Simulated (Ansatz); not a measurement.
Computed with Ansatz, DFT PBE, scalar-relativistic, plane waves, PAW. All cells share a 420 eV cutoff and Γ-centred k meshes spaced at most about 0.3 Å⁻¹ (about 0.25 or finer for metals, 2π included). Spin is collinear.

Temperature and zero-point effects are left out.

**Question.** Order these relaxed structures of Mn2AlCu3 by energy, lowest first, with the energy over the lowest of them.
A.
(parallel moments up to 3.6 μB)
```
Al Mn Cu
1.0
     4.73173    0.00000    0.00000
    -2.36587    4.09780    0.00000
     0.00000    0.00000    7.55622
Al Mn Cu
1 2 3
Direct
  0.00000 0.00000 0.00000
  0.00000 0.00000 0.66379
  0.00000 0.00000 0.33621
  0.50000 0.00000 0.50000
  0.00000 0.50000 0.50000
  0.50000 0.50000 0.50000
```

B.
(opposed moments near 3.7 μB)
```
Al Mn Cu
1.0
     2.42240    1.39857    3.93122
    -2.42240    1.39857    3.93122
     0.00000   -2.79715    3.93122
Al Mn Cu
1 2 3
Direct
  0.50000 0.50000 0.50000
  0.12364 0.12364 0.12364
  0.87636 0.87636 0.87636
  0.50000 0.00000 0.50000
  0.50000 0.50000 0.00000
  0.00000 0.50000 0.50000
```

**Answer.** B (0 meV/atom), A (893 meV/atom). Forms: B R-3m; A P6/mmm. Counting all near atoms (those within 1.25 times the shortest distance at each site; a plus sign parts nearer from farther groups): B has Mn 16, Al 6+6, Cu 6+6; A has Mn 8, Al 2, Cu 4+4. Origin: A, invented; B, reached from a Materials Project cell.

Another magnetic order may lie lower. Cells relaxed within their symmetry can be saddle points. Some types were kept out of the candidates beforehand, so the set may lack a known form.
